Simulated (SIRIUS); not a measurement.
Set up this calculation in SIRIUS 7.10.0, as the native input.

- Task: single point
- Functional: PBEsol
- Potentials or basis: PseudoDojo 0.4.1 PBEsol standard (scalar relativistic)
- Cutoff: 765 eV
- Density cutoff: 3061 eV
- k mesh: 5 × 5 × 5
- Occupations: fermi-dirac, width 0.05 eV
- Spin: no spin polarisation
- Libxc names: ["XC_GGA_X_PBE_SOL", "XC_GGA_C_PBE_SOL"]
- Energy tol: 1e-08 Ha
- Density tol: 1e-06
- Mixer: anderson
- Mixing beta: 0.7
- Max scf: 100
- Radial cutoff for the potentials' integrals: 6.5 bohr

CsPbBr3:

```xyz
5
Lattice="5.8700 0.0000 0.0000 0.0000 5.8700 0.0000 0.0000 0.0000 5.8700" Properties=species:S:1:pos:R:3 pbc="T T T"
Pb    2.9350    2.9350    2.9350
Cs    0.0000    0.0000    0.0000
Br    2.9350    2.9350    0.0000
Br    2.9350    0.0000    2.9350
Br    0.0000    2.9350    2.9350
```

Measurements of this composition are mostly on another form, of space group No. 62.

These files were run (other wordings do the same):

sirius.json

```json
{
  "control": {
    "processing_unit": "cpu",
    "verbosity": 2,
    "num_bands_to_print": 32,
    "print_forces": true,
    "print_stress": true
  },
  "parameters": {
    "electronic_structure_method": "pseudopotential",
    "xc_functionals": ["XC_GGA_X_PBE_SOL", "XC_GGA_C_PBE_SOL"],
    "gk_cutoff": 7.5,
    "pw_cutoff": 15.0,
    "ngridk": [5, 5, 5],
    "shiftk": [0, 0, 0],
    "smearing": "fermi_dirac",
    "smearing_width": 0.0018374661,
    "num_bands": 32,
    "num_mag_dims": 0,
    "num_dft_iter": 100,
    "energy_tol": 1e-08,
    "density_tol": 1e-06
  },
  "iterative_solver": {
    "type": "davidson",
    "min_tolerance": 1e-09,
    "tolerance_scale": [0.1, 0.25]
  },
  "mixer": {
    "type": "anderson",
    "beta": 0.7,
    "max_history": 8
  },
  "settings": {
    "tol_ne": 1e-10,
    "pseudo_grid_cutoff": 6.5
  },
  "unit_cell": {
    "lattice_vectors": [
      [1.0, 0.0, 0.0],
      [0.0, 1.0, 0.0],
      [0.0, 0.0, 1.0]
    ],
    "lattice_vectors_scale": 11.0926923516,
    "atom_coordinate_units": "lattice",
    "atom_types": ["Pb", "Cs", "Br"],
    "atom_files": {
      "Cs": "Cs.json",
      "Pb": "Pb.json",
      "Br": "Br.json"
    },
    "atoms": {
      "Pb": [
        [0.5, 0.5, 0.5]
      ],
      "Cs": [
        [0.0, 0.0, 0.0]
      ],
      "Br": [
        [0.5, 0.5, 0.0],
        [0.5, 0.0, 0.5],
        [0.0, 0.5, 0.5]
      ]
    }
  }
}
```

Potentials or basis: PseudoDojo 0.4.1 PBEsol standard (scalar relativistic).

Run with:

```sh
$ upf_to_json Cs.upf
$ upf_to_json Pb.upf
$ upf_to_json Br.upf
$ OMP_NUM_THREADS=1 sirius.scf --input=sirius.json --output=out.json --task=0
```

Results of the run:

| Quantity | Value |
| --- | --- |
| Pressure | 0.0 GPa |
| Band gap on the k mesh | 2.58 eV, direct |

Caveat: spin-orbit coupling is left out, which as a rule narrows the gap of such compounds by several tenths of an eV; an odd mesh through Γ misses points on the zone boundary, where band edges often lie.

It took 100 s on 1 thread of Arm Neoverse V2 (shared host), peak memory 0.65 GiB.
